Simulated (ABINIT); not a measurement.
The system is ZnS.

```
Zn S
1.0
     0.00000    2.70200    2.70200
     2.70200    0.00000    2.70200
     2.70200    2.70200    0.00000
Zn S
1 1
Direct
  0.75000 0.75000 0.75000
  0.00000 0.00000 0.00000
```

Base run:

| Item | Value |
| --- | --- |
| Program | ABINIT 10.8.3 (patched build) |
| Functional | BLYP |
| Potentials or basis | JTH PAW PBE v2.0 |
| Cutoff | 707 eV |
| k mesh | 9 × 9 × 9 |
| Occupations | fermi-dirac, width 0.05 eV |
| Spin | no spin polarisation |

Its results: band gap on the k mesh 2.09 eV, direct.

Question: After a change of settings the same cell gave: band gap on the k mesh 3.58 eV, direct. Which change was it?
A. functional from BLYP to PW91
B. functional from BLYP to LDA
C. functional from BLYP to TB-mBJ
D. functional from BLYP to revPBE

Answer: C.

Caveats: the constant c of TB-mBJ comes from the pseudo density here, which moves gaps by up to 0.3 eV between sets of potentials (some runs).
